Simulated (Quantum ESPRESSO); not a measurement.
# BaS (Fm-3m) in Quantum ESPRESSO: notebook

Runs on BaS. Level: PBEsol. Tasks: single point, equation of state.

Everything below comes from runs of Quantum ESPRESSO 7.5. Logs are shortened: lines on timing, memory, paths and dates and some standing lists are left out, and cuts for length are marked.

**1. The crystal as given**

The structure is cubic, space group Fm-3m (No. 225). The conventional cell has a = 6.388 Å, b = 6.388 Å, c = 6.388 Å, α = 90.00°, β = 90.00°, γ = 90.00°. Around Ba (site symmetry m-3m) lie 6 S at 3.19 Å. S (site symmetry m-3m) is surrounded by 6 Ba at 3.19 Å.

**2. Single point, PBEsol, 30.62 Å³/atom**

pw.in

```
&CONTROL
  calculation = 'scf'
  prefix = 'pwscf'
  outdir = './tmp'
  pseudo_dir = './pseudo'
  tstress = .true.
  disk_io = 'nowf'
/
&SYSTEM
  ibrav = 0
  nat = 2
  ntyp = 2
  ecutwfc = 45
  ecutrho = 360
  nbnd = 14
  occupations = 'smearing'
  smearing = 'fd'
  degauss = 0.00367493
/
&ELECTRONS
  conv_thr = 4d-10
  electron_maxstep = 120
  mixing_beta = 0.5
/
ATOMIC_SPECIES
Ba   137.3270 ba_pbesol_v1.uspp.F.UPF
S     32.0600 s_pbesol_v1.4.uspp.F.UPF
CELL_PARAMETERS angstrom
   0.0000000000    3.1285531347    3.1285531347
   3.1285531347    0.0000000000    3.1285531347
   3.1285531347    3.1285531347    0.0000000000
ATOMIC_POSITIONS crystal
Ba     0.0000000000    0.0000000000    0.0000000000
S      0.5000000000    0.5000000000    0.5000000000
K_POINTS automatic
7 7 7 0 0 0
```

Potentials or basis: GBRV 1.5 PBEsol.

Run with:

```
OMP_NUM_THREADS=1 mpirun -n 2 pw.x -nk 2 -in pw.in > pw.out
```

pw.out:

```text
This program is part of the open-source Quantum ESPRESSO suite
     for quantum simulation of materials; please cite
[... 13 lines left out ...]
     --------------------
     sticks:   dense  smooth     PW     G-vecs:    dense   smooth      PW
     Sum        1735     859    253                47591    16865    2741

     Using Slab Decomposition

     bravais-lattice index     =            0
     lattice parameter (alat)  =       8.3610  a.u.
     unit-cell volume          =     413.2922 (a.u.)^3
     number of atoms/cell      =            2
     number of atomic types    =            2
     number of electrons       =        16.00
     number of Kohn-Sham states=           14
     kinetic-energy cutoff     =      45.0000  Ry
     charge density cutoff     =     360.0000  Ry
     scf convergence threshold =      4.0E-10
     mixing beta               =       0.5000
     number of iterations used =            8  plain     mixing
     Exchange-correlation= SLA  PW   PSX  PSC
                           (   1   4  10   8   0   0   0)

     celldm(1)=   8.360984  celldm(2)=   0.000000  celldm(3)=   0.000000
     celldm(4)=   0.000000  celldm(5)=   0.000000  celldm(6)=   0.000000

     crystal axes: (cart. coord. in units of alat)
               a(1) = (   0.000000   0.707107   0.707107 )
               a(2) = (   0.707107   0.000000   0.707107 )
               a(3) = (   0.707107   0.707107   0.000000 )

     reciprocal axes: (cart. coord. in units 2 pi/alat)
               b(1) = ( -0.707107  0.707107  0.707107 )
               b(2) = (  0.707107 -0.707107  0.707107 )
               b(3) = (  0.707107  0.707107 -0.707107 )

     PseudoPot. # 1 for Ba read from file:
     ba_pbesol_v1.uspp.F.UPF
     Pseudo is Ultrasoft + core correction, Zval = 10.0
     Generated by new atomic code, or converted to UPF format
     Using radial grid of  907 points,  7 beta functions with:
                l(1) =   0
                l(2) =   0
                l(3) =   1
                l(4) =   1
                l(5) =   2
                l(6) =   2
                l(7) =   3
     Q(r) pseudized with  6 coefficients,  rinner =    1.700   1.700   1.700
                                                       1.700   1.700   1.700
                                                       1.700

     PseudoPot. # 2 for S  read from file:
     s_pbesol_v1.4.uspp.F.UPF
     Pseudo is Ultrasoft + core correction, Zval =  6.0
     Generated by new atomic code, or converted to UPF format
     Using radial grid of  907 points,  6 beta functions with:
                l(1) =   0
                l(2) =   0
                l(3) =   1
                l(4) =   1
                l(5) =   2
                l(6) =   2
     Q(r) pseudized with  8 coefficients,  rinner =    1.300   1.300   1.300
                                                       1.300   1.300

     atomic species   valence    mass     pseudopotential
     Ba               10.00   137.32700     Ba( 1.00)
     S                 6.00    32.06000     S ( 1.00)

     48 Sym. Ops., with inversion, found

   Cartesian axes

     site n.     atom                  positions (alat units)
         1        Ba     tau(   1) = (   0.0000000   0.0000000   0.0000000  )
         2        S      tau(   2) = (   0.7071068   0.7071068   0.7071068  )

     number of k points=    20  Fermi-Dirac smearing, width (Ry)=  0.0037
                       cart. coord. in units 2pi/alat
        k(    1) = (   0.0000000   0.0000000   0.0000000), wk =   0.0058309
        k(    2) = (   0.1010153   0.1010153  -0.1010153), wk =   0.0466472
        k(    3) = (   0.2020305   0.2020305  -0.2020305), wk =   0.0466472
        k(    4) = (   0.3030458   0.3030458  -0.3030458), wk =   0.0466472
        k(    5) = (   0.2020305  -0.0000000   0.0000000), wk =   0.0349854
        k(    6) = (   0.3030458   0.1010153  -0.1010153), wk =   0.1399417
        k(    7) = (   0.4040610   0.2020305  -0.2020305), wk =   0.1399417
        k(    8) = (  -0.2020305  -0.4040610   0.4040610), wk =   0.1399417
        k(    9) = (  -0.1010153  -0.3030458   0.3030458), wk =   0.1399417
        k(   10) = (  -0.0000000  -0.2020305   0.2020305), wk =   0.0699708
        k(   11) = (   0.4040610  -0.0000000   0.0000000), wk =   0.0349854
        k(   12) = (   0.5050763   0.1010153  -0.1010153), wk =   0.1399417
        k(   13) = (  -0.1010153  -0.5050763   0.5050763), wk =   0.1399417
        k(   14) = (   0.0000000  -0.4040610   0.4040610), wk =   0.0699708
        k(   15) = (   0.6060915  -0.0000000   0.0000000), wk =   0.0349854
        k(   16) = (  -0.0000000  -0.6060915   0.6060915), wk =   0.0699708
        k(   17) = (   0.4040610   0.2020305   0.0000000), wk =   0.1399417
        k(   18) = (  -0.2020305  -0.4040610   0.6060915), wk =   0.2798834
        k(   19) = (  -0.1010153  -0.5050763   0.7071068), wk =   0.1399417
        k(   20) = (  -0.0000000  -0.4040610   0.6060915), wk =   0.1399417

     Dense  grid:    47591 G-vectors     FFT dimensions: (  54,  54,  54)

     Smooth grid:    16865 G-vectors     FFT dimensions: (  36,  36,  36)

     Initial potential from superposition of free atoms

     starting charge      15.9861, renormalised to      16.0000

     negative rho (up, down):  9.653E-02 0.000E+00
     Starting wfcs are   17 randomized atomic wfcs

     Self-consistent Calculation

     iteration #  1     ecut=    45.00 Ry     beta= 0.50
     Davidson diagonalization with overlap
     ethr =  1.00E-02,  avg # of iterations =  4.2

     Threshold (ethr) on eigenvalues was too large:
     Diagonalizing with lowered threshold

     Davidson diagonalization with overlap
     ethr =  7.04E-04,  avg # of iterations =  1.4

     negative rho (up, down):  9.300E-02 0.000E+00

     total energy              =     -94.46552924 Ry
     estimated scf accuracy    <       0.11009531 Ry

     iteration #  2     ecut=    45.00 Ry     beta= 0.50
     Davidson diagonalization with overlap
     ethr =  6.88E-04,  avg # of iterations =  2.0

     negative rho (up, down):  9.136E-02 0.000E+00

     total energy              =     -94.49224598 Ry
     estimated scf accuracy    <       0.01263070 Ry

     iteration #  3     ecut=    45.00 Ry     beta= 0.50
     Davidson diagonalization with overlap
     ethr =  7.89E-05,  avg # of iterations =  4.6

     negative rho (up, down):  8.882E-02 0.000E+00

     total energy              =     -94.49446526 Ry
     estimated scf accuracy    <       0.00157752 Ry

     iteration #  4     ecut=    45.00 Ry     beta= 0.50
     Davidson diagonalization with overlap
     ethr =  9.86E-06,  avg # of iterations =  4.4

     negative rho (up, down):  8.878E-02 0.000E+00

     total energy              =     -94.49452661 Ry
     estimated scf accuracy    <       0.00010359 Ry

     iteration #  5     ecut=    45.00 Ry     beta= 0.50
     Davidson diagonalization with overlap
     ethr =  6.47E-07,  avg # of iterations =  3.8

     negative rho (up, down):  8.869E-02 0.000E+00

     total energy              =     -94.49455267 Ry
     estimated scf accuracy    <       0.00000109 Ry

     iteration #  6     ecut=    45.00 Ry     beta= 0.50
     Davidson diagonalization with overlap
     ethr =  6.82E-09,  avg # of iterations =  4.8

     negative rho (up, down):  8.869E-02 0.000E+00

     total energy              =     -94.49455360 Ry
     estimated scf accuracy    <       0.00000004 Ry

     iteration #  7     ecut=    45.00 Ry     beta= 0.50
     Davidson diagonalization with overlap
     ethr =  2.35E-10,  avg # of iterations =  2.9

     negative rho (up, down):  8.870E-02 0.000E+00

     total energy              =     -94.49455358 Ry
     estimated scf accuracy    <       0.00000006 Ry

     iteration #  8     ecut=    45.00 Ry     beta= 0.50
     Davidson diagonalization with overlap
     ethr =  2.35E-10,  avg # of iterations =  2.0

     negative rho (up, down):  8.870E-02 0.000E+00

     total energy              =     -94.49455360 Ry
     estimated scf accuracy    <          2.0E-09 Ry

     iteration #  9     ecut=    45.00 Ry     beta= 0.50
     Davidson diagonalization with overlap
     ethr =  1.25E-11,  avg # of iterations =  2.1

     negative rho (up, down):  8.870E-02 0.000E+00

     End of self-consistent calculation

          k = 0.0000 0.0000 0.0000 (  2085 PWs)   bands (ev):

   -19.3644  -4.3992  -4.3992  -4.3992  -4.0174   6.3754   6.3754   6.3754
    10.1643  10.2418  10.2418  10.2418  11.2602  11.2602

          k = 0.1010 0.1010-0.1010 (  2106 PWs)   bands (ev):

   -19.3527  -4.9617  -4.4080  -4.4080  -3.4392   5.8335   6.0883   6.0883
    10.2293  10.5534  10.5534  10.9485  11.8699  11.8699

          k = 0.2020 0.2020-0.2020 (  2112 PWs)   bands (ev):

   -19.3263  -5.5296  -4.4277  -4.4277  -2.8321   4.9480   5.5786   5.5786
    10.5488  11.4176  11.4176  12.3794  13.3171  13.3171

          k = 0.3030 0.3030-0.3030 (  2084 PWs)   bands (ev):

   -19.3049  -5.8470  -4.4431  -4.4431  -2.4781   4.3853   5.2496   5.2496
    11.4278  12.5631  12.6168  12.6168  14.5128  14.5128

          k = 0.2020-0.0000 0.0000 (  2097 PWs)   bands (ev):

   -19.3489  -4.9737  -4.4467  -4.4467  -3.3852   5.4524   6.2868   6.2868
     9.6881  10.7061  10.9640  10.9640  11.4419  12.8233

          k = 0.3030 0.1010-0.1010 (  2097 PWs)   bands (ev):

   -19.3276  -5.3521  -4.4849  -4.4692  -3.0336   4.9952   5.8933   6.0023
     9.6355  11.5176  11.8035  11.8279  12.2081  14.2671

          k = 0.4041 0.2020-0.2020 (  2109 PWs)   bands (ev):

   -19.3046  -5.6768  -4.5113  -4.4942  -2.7332   4.7232   5.4202   5.5599
    10.2963  12.5526  12.6991  12.9517  13.6284  14.6330

          k =-0.2020-0.4041 0.4041 (  2101 PWs)   bands (ev):

   -19.2975  -5.7745  -4.5605  -4.4679  -2.6116   4.5588   5.2884   5.4426
    11.4034  11.7399  12.6694  13.5047  14.5377  14.9464

          k =-0.1010-0.3030 0.3030 (  2107 PWs)   bands (ev):

   -19.3116  -5.6196  -4.5659  -4.4253  -2.7283   4.6964   5.3164   5.8162
    10.6267  11.5152  12.1255  12.7881  13.4141  14.8526

          k =-0.0000-0.2020 0.2020 (  2095 PWs)   bands (ev):

   -19.3362  -5.2851  -4.4998  -4.3984  -3.0700   5.2064   5.6375   6.1641
    10.2015  10.7447  11.1945  11.5968  12.6747  13.1845

          k = 0.4041-0.0000 0.0000 (  2097 PWs)   bands (ev):

   -19.3146  -5.2665  -4.5522  -4.5522  -3.2465   5.0602   6.2326   6.2326
     8.8658  11.4993  11.9207  12.6726  12.6726  15.3960

          k = 0.5051 0.1010-0.1010 (  2099 PWs)   bands (ev):

   -19.2969  -5.3478  -4.6428  -4.5798  -3.2741   5.3107   5.9198   6.0323
     9.0083  12.3850  12.6956  13.4330  13.5560  14.7289

          k =-0.1010-0.5051 0.5051 (  2112 PWs)   bands (ev):

   -19.2880  -5.4554  -4.7914  -4.5484  -3.0530   5.1798   5.6389   5.7802
     9.9457  12.1689  13.1398  13.5079  14.1770  14.7366

          k = 0.0000-0.4041 0.4041 (  2115 PWs)   bands (ev):

   -19.2945  -5.5712  -4.7592  -4.4799  -2.8109   4.7762   5.3487   5.9278
    11.1926  11.3648  12.1456  12.6424  14.7029  15.6518

          k = 0.6061-0.0000 0.0000 (  2100 PWs)   bands (ev):

   -19.2875  -5.1067  -4.6353  -4.6353  -3.7896   5.7920   6.2866   6.2866
     8.3862  12.4250  12.5089  14.1482  14.1482  14.5587

          k =-0.0000-0.6061 0.6061 (  2107 PWs)   bands (ev):

   -19.2835  -4.9929  -4.9583  -4.6217  -3.5973   5.9193   5.9645   6.0844
     8.7834  13.0100  13.1818  13.1994  13.8932  14.2064

          k = 0.4041 0.2020 0.0000 (  2092 PWs)   bands (ev):

   -19.3082  -5.4742  -4.6171  -4.4890  -2.9555   4.9209   5.5585   6.0621
     9.6737  11.8300  12.3471  12.9177  13.1900  14.6292

          k =-0.2020-0.4041 0.6061 (  2106 PWs)   bands (ev):

   -19.2925  -5.5563  -4.6899  -4.5549  -2.8933   4.9213   5.4834   5.8027
    10.4153  11.6646  13.0430  13.1841  14.4097  15.1044

          k =-0.1010-0.5051 0.7071 (  2126 PWs)   bands (ev):

   -19.2863  -5.2267  -4.7642  -4.7091  -3.3272   5.5037   5.8141   6.0823
     9.2582  12.3040  12.7567  13.8797  14.0780  14.6040

          k =-0.0000-0.4041 0.6061 (  2129 PWs)   bands (ev):

   -19.2843  -5.2871  -4.8695  -4.6837  -3.1203   5.1671   5.8264   5.9422
    10.2429  11.1894  13.1071  13.6691  13.8762  15.6072

     the Fermi energy is     7.3588 ev

!    total energy              =     -94.49455360 Ry
     estimated scf accuracy    <          1.4E-10 Ry
     smearing contrib. (-TS)   =      -0.00000000 Ry
     internal energy E=F+TS    =     -94.49455360 Ry

     The total energy is F=E-TS. E is the sum of the following terms:
     one-electron contribution =      -3.26370564 Ry
     hartree contribution      =       8.65763376 Ry
     xc contribution           =     -36.09489803 Ry
     ewald contribution        =     -63.79358368 Ry

     convergence has been achieved in   9 iterations

     Computing stress (Cartesian axis) and pressure

     negative rho (up, down):  8.870E-02 0.000E+00
          total   stress  (Ry/bohr**3)                   (kbar)     P=       21.12
   0.00014357   0.00000000   0.00000000           21.12        0.00        0.00
   0.00000000   0.00014357  -0.00000000            0.00       21.12       -0.00
   0.00000000   0.00000000   0.00014357            0.00        0.00       21.12

=------------------------------------------------------------------------------=
   JOB DONE.
=------------------------------------------------------------------------------=
```

Run time: 9 s. Hardware: 2 MPI ranks of AMD EPYC 9R45 (Zen 5), shared host; peak memory 0.44 GiB.

What came out:

```
Free energy            : -1285.6639 eV
Pressure               : 2.1 GPa
Band gap on the k mesh : 2.01 eV, indirect (least direct gap 2.10 eV)
```

Caveat: spin-orbit coupling is left out, which moves the levels of the heavy elements; an odd mesh through Γ misses points on the zone boundary, where band edges often lie.

**3. Single point, PBEsol, 31.27 Å³/atom**

Changes to pw.in since step 2:

```diff
@@ -28,5 +28,5 @@
 CELL_PARAMETERS angstrom
-   0.0000000000    3.1285531347    3.1285531347
-   3.1285531347    0.0000000000    3.1285531347
-   3.1285531347    3.1285531347    0.0000000000
+   0.0000000000    3.1505859250    3.1505859250
+   3.1505859250    0.0000000000    3.1505859250
+   3.1505859250    3.1505859250    0.0000000000
 ATOMIC_POSITIONS crystal
```

Potentials or basis: GBRV 1.5 PBEsol.

Run with:

```
OMP_NUM_THREADS=1 mpirun -n 2 pw.x -nk 2 -in pw.in > pw.out
```

Wall time 9 s (2 MPI ranks of AMD EPYC 9R45 (Zen 5), shared host); peak memory 0.44 GiB.

The run converged. Its results:

```
Free energy            : -1285.6766 eV
Pressure               : 1.0 GPa
Band gap on the k mesh : 2.05 eV, indirect (least direct gap 2.15 eV)
```

Caveat: spin-orbit coupling is left out, which moves the levels of the heavy elements; an odd mesh through Γ misses points on the zone boundary, where band edges often lie.

**4. Single point, PBEsol, 31.92 Å³/atom**

Changes to pw.in since step 3:

```diff
@@ -28,5 +28,5 @@
 CELL_PARAMETERS angstrom
-   0.0000000000    3.1505859250    3.1505859250
-   3.1505859250    0.0000000000    3.1505859250
-   3.1505859250    3.1505859250    0.0000000000
+   0.0000000000    3.1723147904    3.1723147904
+   3.1723147904    0.0000000000    3.1723147904
+   3.1723147904    3.1723147904    0.0000000000
 ATOMIC_POSITIONS crystal
```

Run with:

```
OMP_NUM_THREADS=1 mpirun -n 2 pw.x -nk 2 -in pw.in > pw.out
```

Run time: 9.1 s. Hardware: 2 MPI ranks of AMD EPYC 9R45 (Zen 5), shared host; peak memory 0.44 GiB.

Results (log left out):

```
Free energy            : -1285.6806 eV
Pressure               : 0.0 GPa
Band gap on the k mesh : 2.09 eV, indirect (least direct gap 2.20 eV)
```

Caveat: spin-orbit coupling is left out, which moves the levels of the heavy elements; an odd mesh through Γ misses points on the zone boundary, where band edges often lie.

**5. Single point, PBEsol, 32.58 Å³/atom**

Changes to pw.in since step 4:

```diff
@@ -28,5 +28,5 @@
 CELL_PARAMETERS angstrom
-   0.0000000000    3.1723147904    3.1723147904
-   3.1723147904    0.0000000000    3.1723147904
-   3.1723147904    3.1723147904    0.0000000000
+   0.0000000000    3.1937500000    3.1937500000
+   3.1937500000    0.0000000000    3.1937500000
+   3.1937500000    3.1937500000    0.0000000000
 ATOMIC_POSITIONS crystal
```

Run with:

```
OMP_NUM_THREADS=1 mpirun -n 2 pw.x -nk 2 -in pw.in > pw.out
```

Run time: 9.4 s. Hardware: 2 MPI ranks of AMD EPYC 9R45 (Zen 5), shared host; peak memory 0.46 GiB.

Results (log left out):

- Free energy: -1285.6769 eV
- Pressure: -0.9 GPa
- Band gap on the k mesh: 2.12 eV, indirect (least direct gap 2.25 eV)

Caveat: spin-orbit coupling is left out, which moves the levels of the heavy elements; an odd mesh through Γ misses points on the zone boundary, where band edges often lie.

**6. Single point, PBEsol, 33.23 Å³/atom**

Changes to pw.in since step 5:

```diff
@@ -28,5 +28,5 @@
 CELL_PARAMETERS angstrom
-   0.0000000000    3.1937500000    3.1937500000
-   3.1937500000    0.0000000000    3.1937500000
-   3.1937500000    3.1937500000    0.0000000000
+   0.0000000000    3.2149012787    3.2149012787
+   3.2149012787    0.0000000000    3.2149012787
+   3.2149012787    3.2149012787    0.0000000000
 ATOMIC_POSITIONS crystal
```

Potentials or basis: GBRV 1.5 PBEsol.

Run with:

```
OMP_NUM_THREADS=1 mpirun -n 2 pw.x -nk 2 -in pw.in > pw.out
```

It took 10 s on 2 MPI ranks of AMD EPYC 9R45 (Zen 5), shared host; peak memory 0.46 GiB.

Results (log left out):

* Free energy: -1285.6664 eV
* Pressure: -1.7 GPa
* Band gap on the k mesh: 2.15 eV, indirect (least direct gap 2.29 eV)

Caveat: spin-orbit coupling is left out, which moves the levels of the heavy elements; an odd mesh through Γ misses points on the zone boundary, where band edges often lie.

**7. Single point, PBEsol, 33.88 Å³/atom**

Changes to pw.in since step 6:

```diff
@@ -28,5 +28,5 @@
 CELL_PARAMETERS angstrom
-   0.0000000000    3.2149012787    3.2149012787
-   3.2149012787    0.0000000000    3.2149012787
-   3.2149012787    3.2149012787    0.0000000000
+   0.0000000000    3.2357778460    3.2357778460
+   3.2357778460    0.0000000000    3.2357778460
+   3.2357778460    3.2357778460    0.0000000000
 ATOMIC_POSITIONS crystal
```

Run with:

```
OMP_NUM_THREADS=1 mpirun -n 2 pw.x -nk 2 -in pw.in > pw.out
```

Wall time 11 s (2 MPI ranks of AMD EPYC 9R45 (Zen 5), shared host); peak memory 0.46 GiB.

The run converged. Its results:

| Item | Value |
| --- | --- |
| Free energy | -1285.6496 eV |
| Pressure | -2.4 GPa |
| Band gap on the k mesh | 2.18 eV, indirect (least direct gap 2.33 eV) |

Caveat: spin-orbit coupling is left out, which moves the levels of the heavy elements; an odd mesh through Γ misses points on the zone boundary, where band edges often lie.

**8. Single point, PBEsol, 34.53 Å³/atom**

Changes to pw.in since step 7:

```diff
@@ -28,5 +28,5 @@
 CELL_PARAMETERS angstrom
-   0.0000000000    3.2357778460    3.2357778460
-   3.2357778460    0.0000000000    3.2357778460
-   3.2357778460    3.2357778460    0.0000000000
+   0.0000000000    3.2563884516    3.2563884516
+   3.2563884516    0.0000000000    3.2563884516
+   3.2563884516    3.2563884516    0.0000000000
 ATOMIC_POSITIONS crystal
```

Run with:

```
OMP_NUM_THREADS=1 mpirun -n 2 pw.x -nk 2 -in pw.in > pw.out
```

Wall time 11 s (2 MPI ranks of AMD EPYC 9R45 (Zen 5), shared host); peak memory 0.48 GiB.

Results (log left out):

```yaml
Free_energy: -1285.6274 eV
Pressure: -3.1 GPa
Band_gap_on_the_k_mesh: 2.20 eV, indirect (least direct gap 2.36 eV)
```

Caveat: spin-orbit coupling is left out, which moves the levels of the heavy elements; an odd mesh through Γ misses points on the zone boundary, where band edges often lie.

**9. Equation of state, PBEsol**

Potentials or basis: GBRV 1.5 PBEsol.

This step only gathers the single runs of the series.

Results:

```yaml
Equilibrium_volume: 31.93 Å³/atom
Bulk_modulus: 46 GPa
Pressure_derivative_of_the_bulk_modulus: 4.6
```

Energy against volume, from the lowest point:
```tsv
volume (Å³/atom)	energy (meV/atom)
30.622	8.36
31.273	2.02
31.925	0.00
32.576	1.85
33.228	7.13
33.879	15.50
34.531	26.62
```

The run has no spin-orbit coupling, so splittings on Ba are missing.
